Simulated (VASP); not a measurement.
# CaSe (Fm-3m) in VASP: settings compared, part 2 of 2

VASP 6.6.1.

### 6 Single point, r2SCAN

File POSCAR:

```
CaSe
1.0
    0.0000000000      2.9675306059      2.9675306059
    2.9675306059      0.0000000000      2.9675306059
    2.9675306059      2.9675306059      0.0000000000
Ca Se
1 1
Direct
    0.0000000000      0.0000000000      0.0000000000
    0.5000000000      0.5000000000      0.5000000000
```

File INCAR.step1:

```
PREC = Accurate ; ENCUT = 550
ISMEAR = 0 ; SIGMA = 0.01
LREAL = False ; LASPH = True
NELM = 120 ; NBANDS = 15
GGA = PE ; ALGO = Normal
EDIFF = 1E-5 ; LWAVE = True
LCHARG = False ; GGA_COMPAT = False
```

File INCAR.step2:

```
PREC = Accurate ; ENCUT = 550
EDIFF = 1E-6 ; ISMEAR = 0
SIGMA = 0.01 ; LREAL = False
LASPH = True ; NELM = 120
ALGO = Normal ; ISIF = 2
LWAVE = False ; LCHARG = False
METAGGA = R2SCAN ; LMIXTAU = True
NBANDS = 15 ; ISTART = 1
GGA_COMPAT = False
```

File KPOINTS:

```
Automatic mesh
0
Gamma
  6 6 6
```

Potentials or basis: VASP PAW PBE potentials, release 64 (Ca_sv, Se).

Run with:

```bash
cat potpaw_PBE.64/Ca_sv/POTCAR potpaw_PBE.64/Se/POTCAR > POTCAR
cp INCAR.step1 INCAR
mpirun -np 1 vasp_std > vasp.out
cp INCAR.step2 INCAR
mpirun -np 1 vasp_std > vasp.out
```

OUTCAR:

```text
PREC = Accurate
   ENCUT = 550
   EDIFF = 1E-6
   ISMEAR = 0
   LREAL = False
   LASPH = True
   NELM = 120
   ISIF = 2
   METAGGA = R2SCAN
   ISTART = 1

 ion  position               nearest neighbor table
   1  0.000  0.000  0.000-   2 2.97   2 2.97   2 2.97   2 2.97   2 2.97   2 2.97
   2  0.500  0.500  0.500-   1 2.97   1 2.97   1 2.97   1 2.97   1 2.97   1 2.97

  LATTYP: Found a face centered cubic cell.
 ALAT       =     5.9350612118

  Lattice vectors:

 A1 = (   0.0000000000,   2.9675306059,   2.9675306059)
 A2 = (   2.9675306059,   0.0000000000,   2.9675306059)
 A3 = (   2.9675306059,   2.9675306059,   0.0000000000)

Analysis of symmetry for initial positions (statically):
=====================================================================
 Subroutine PRICEL returns:
 Original cell was already a primitive cell.

 Routine SETGRP: Setting up the symmetry group for a
 face centered cubic supercell.

 Subroutine GETGRP returns: Found 48 space group operations
 (whereof 48 operations were pure point group operations)
 out of a pool of 48 trial point group operations.

The static configuration has the point symmetry O_h .

Analysis of symmetry for dynamics (positions and initial velocities):
=====================================================================
 Subroutine PRICEL returns:
 Original cell was already a primitive cell.

 Routine SETGRP: Setting up the symmetry group for a
 face centered cubic supercell.

 Subroutine GETGRP returns: Found 48 space group operations
 (whereof 48 operations were pure point group operations)
 out of a pool of 48 trial point group operations.

The dynamic configuration has the point symmetry O_h .

 Subroutine INISYM returns: Found 48 space group operations
 (whereof 48 operations are pure point group operations),
 and found     1 'primitive' translations

----------------------------------------------------------------------------------------

                                     Primitive cell

  volume of cell :      52.2656

  direct lattice vectors                    reciprocal lattice vectors
     0.000000000  2.967530606  2.967530606    -0.168490259  0.168490259  0.168490259
     2.967530606  0.000000000  2.967530606     0.168490259 -0.168490259  0.168490259
     2.967530606  2.967530606  0.000000000     0.168490259  0.168490259 -0.168490259

  length of vectors
     4.196722030  4.196722030  4.196722030     0.291833689  0.291833689  0.291833689

  position of ions in fractional coordinates (direct lattice)
     0.000000000  0.000000000  0.000000000
     0.500000000  0.500000000  0.500000000

  ion indices of the primitive-cell ions
   primitive index   ion index
                 1           1
                 2           2

----------------------------------------------------------------------------------------

 KPOINTS: Automatic mesh

Automatic generation of k-mesh.
 Grid dimensions read from file:
 generate k-points for:    6    6    6

 Generating k-lattice:

  Cartesian coordinates                     Fractional coordinates (reciprocal lattice)
    -0.028081710  0.028081710  0.028081710     0.166666667  0.000000000  0.000000000
[... 31 lines left out ...]
 -0.333333  0.500000  0.166667     12.000000
   k-points           NKPTS =     16   k-points in BZ     NKDIM =     16   number of bands    NBANDS=     15
   number of dos      NEDOS =    301   number of ions     NIONS =      2
   total plane-waves  NPLWV =  32768
   dimension x,y,z NGX =    32 NGY =   32 NGZ =   32
   dimension x,y,z NGXF=    64 NGYF=   64 NGZF=   64
   ions per type =               1   1
   NGX,Y,Z   is equivalent  to a cutoff of  12.68, 12.68, 12.68 a.u.
   NGXF,Y,Z  is equivalent  to a cutoff of  25.35, 25.35, 25.35 a.u.
 SYSTEM =  unknown system
   PREC   = accura    normal or accurate (medium, high low for compatibility)
   ISTART =      1    job   : 0-new  1-cont  2-samecut
   ICHARG =      0    charge: 1-file 2-atom 10-const
   ISPIN  =      1    spin polarized calculation?
   LNONCOLLINEAR =      F non collinear calculations
   LSORBIT =      F    spin-orbit coupling
   LASPH  =      T    aspherical Exc in radial PAW
   ENCUT  =  550.0 eV  40.42 Ry    6.36 a.u.   8.03  8.03  8.03*2*pi/ulx,y,z
   NELM   =    120;   NELMIN=  2; NELMDL=  0     # of ELM steps
   EDIFF  = 0.1E-05   stopping-criterion for ELM
   LREAL  =      F    real-space projection
   EDIFFG = 0.1E-04   stopping-criterion for IOM
   NSW    =      0    number of steps for IOM
   IBRION =     -1    ionic relax: 0-MD 1-quasi-New 2-CG
   NFREE  =      0    steps in history (QN), initial steepest desc. (CG)
   ISIF   =      2    stress and relaxation
   ISYM   =      2    0-nonsym 1-usesym 2-fastsym
   POTIM  = 0.5000    time-step for ionic-motion
   TEBEG  =    0.0;   TEEND  =   0.0 temperature during run
   PSTRESS=    0.0 pullay stress
   NELECT =      16.0000    total number of electrons
   NUPDOWN=      -1.0000    fix difference up-down
   EMIN   =  10.00;   EMAX   =-10.00  energy-range for DOS
   EFERMI =   0.00;   METHOD = LEGACY
   ISMEAR =     0;   SIGMA  =   0.01  broadening in eV -4-tet -1-fermi 0-gaus
   EFERMI_NEDOS =   21; number of points for ismear=-14 and -15
   IALGO  =     38    algorithm
   IMIX   =      4    mixing-type and parameters
     AMIX     =   0.40;   BMIX     =  1.00
     AMIX_MAG =   1.60;   BMIX_MAG =  1.00
  volume/ion in A,a.u.               =      26.13       176.35
  Fermi-wavevector in a.u.,A,eV,Ry     =   1.103341  2.085012 16.563196  1.217361
  Thomas-Fermi vector in A             =   2.239797
   LORBIT       =      0    0 simple, 1 ext, 2 COOP (PROOUT), +10 PAW based schemes
   METAGGA = R2SCAN    functional components
   LHFCALC =     F    Hartree Fock is set to
   AEXX    =    0.0000 exact exchange contribution
   IVDW    =     0    specifies the selected vdW correction
   LEPSILON=     F    determine dielectric tensor
   LRPA    =     F    only Hartree local field effects (RPA)
 non-spin polarized calculation
 Gauss-broadening in eV      SIGMA  =   0.01
  energy-cutoff  :      550.00
  volume of cell :       52.27
 maximum number of plane-waves:      1544
   NGX = 17   NGY = 17   NGZ = 17

 number of electron      15.9999997 magnetization

 Free energy of the ion-electron system (eV)
  ---------------------------------------------------
  ext. energy  EPLUGINS =         0.00000000
  ---------------------------------------------------
  free energy    TOTEN  =       -25.97902191 eV

  energy without entropy =      -25.97902191  energy(sigma->0) =      -25.97902191

 E-fermi :   2.1681     XC(G=0):  -9.5350

 val. band max:        2.1152072588   @ k =   0.0000   0.0000   0.0000
 cond. band min:       4.6314753861   @ k =   0.5000   0.5000   0.0000
 fundamental gap:      2.5162681272
 Fermi energy:         2.1681458830

 k-point     1 :       0.0000    0.0000    0.0000
  band No.  band energies     occupation
      1     -39.2138      2.00000
      2     -19.3232      2.00000
      3     -19.3232      2.00000
      4     -19.3232      2.00000
      5     -10.0435      2.00000
      6       2.1152      2.00000
      7       2.1152      2.00000
      8       2.1152      2.00000
      9       6.1939      0.00000
     10       6.3447      0.00000
     11       6.3447      0.00000
     12       6.3447      0.00000
     13       6.9342      0.00000
     14       6.9342      0.00000
[... 257 lines left out ...]
      2     -19.3897      2.00000
      3     -19.3664      2.00000
      4     -19.3597      2.00000
      5      -9.3857      2.00000
      6      -0.1565      2.00000
      7       0.5571      2.00000
      8       0.6302      2.00000
      9       5.9297      0.00000
     10       7.9078      0.00000
     11       8.0299      0.00000
     12       8.5271      0.00000
     13       8.7409      0.00000
     14       9.8104      0.00000
     15      12.3024      0.00000

------------------------ aborting loop because EDIFF is reached ----------------------------------------

  FORCE on cell =-STRESS in cart. coord.  units (eV):
  Direction    XX          YY          ZZ          XY          YZ          ZX
  --------------------------------------------------------------------------------------
  -------------------------------------------------------------------------------------
  Total        0.0842565      0.0842565      0.0842565      0.0000000     -0.0000000     -0.0000000
  in kB        2.5828442      2.5828442      2.5828442      0.0000000     -0.0000000     -0.0000000
  external PRESSURE =       2.5828442 kB  Pullay stress =       0.0000000 kB

 VOLUME and BASIS-vectors are now :
 -----------------------------------------------------------------------------
  energy-cutoff  :      550.00
  volume of cell :       52.27
      direct lattice vectors                 reciprocal lattice vectors
     0.000000000  2.967530606  2.967530606    -0.168490259  0.168490259  0.168490259
     2.967530606  0.000000000  2.967530606     0.168490259 -0.168490259  0.168490259
     2.967530606  2.967530606  0.000000000     0.168490259  0.168490259 -0.168490259

 POSITION                                       TOTAL-FORCE (eV/Angst)
 -----------------------------------------------------------------------------------
      0.00000      0.00000      0.00000         0.000000      0.000000      0.000000
      2.96753      2.96753      2.96753        -0.000000     -0.000000     -0.000000
 -----------------------------------------------------------------------------------
    total drift:                                0.000000     -0.000000     -0.000000

  FREE ENERGIE OF THE ION-ELECTRON SYSTEM (eV)
  ---------------------------------------------------
  free  energy   TOTEN  =       -25.9790219115 eV

  energy  without entropy=      -25.9790219115  energy(sigma->0) =      -25.97902191
```

Run time: 92 s. Hardware: 1 thread of Intel Xeon 8259CL, shared host; peak memory 0.19 GiB.

What came out:

- Free energy: -25.9790 eV
- Pressure: 0.3 GPa
- Band gap on the k mesh: 2.52 eV, indirect (least direct gap 3.46 eV)

Caveat: the PAW data sets were made with another functional, which shifts forces and pressure a little.

### 7 The runs side by side

| level | potentials or basis | k mesh | cutoff (eV) | gap on the mesh (eV) | pressure (GPa) |
| --- | --- | --- | --- | --- | --- |
| LDA | VASP PAW LDA potentials, release 64 (Ca_sv, Se) | 4 × 4 × 4 | 500 | 1.87 | -3.3 |
| PBE | VASP PAW PBE potentials, release 64 (Ca_sv, Se) | 4 × 4 × 4 | 500 | 2.04 | 0.9 |
| LDA | VASP PAW LDA potentials, release 64 (Ca_sv, Se) | 6 × 6 × 6 | 500 | 1.89 | -3.4 |
| PBEsol | VASP PAW PBE potentials, release 64 (Ca_sv, Se) | 6 × 6 × 6 | 500 | 1.95 | -1.5 |
| r2SCAN | VASP PAW PBE potentials, release 64 (Ca_sv, Se) | 6 × 6 × 6 | 550 | 2.52 | 0.3 |

Alike in all rows: task single point; no spin polarisation; cell as given; smearing gaussian 0.01 eV.

Caveats: some runs use coarse meshes; the PAW data sets were made with another functional, which shifts forces and pressure a little (some runs).

Absolute energies hang on the potentials; compare differences alone.

### 8 Against experiment

Step 5. Against the measured gap of CaSe, 3.85 eV (indirect; 2 K; a printed reference work, monograph, original work of 1988), the calculated 1.95 eV is off by -1.90 eV. Spin-orbit coupling on Se is left out. The value is that of PBEsol on a finite k mesh, which can miss the band edges, without temperature or zero-point motion. Semilocal functionals fall short of measured gaps as a rule.

Step 6. Against the measured gap of CaSe, 3.85 eV (indirect; 2 K; a printed reference work, monograph, original work of 1988), the calculated 2.52 eV is off by -1.33 eV. Spin-orbit coupling on Se is left out. The value is that of r2SCAN on a finite k mesh, which can miss the band edges, without temperature or zero-point motion.
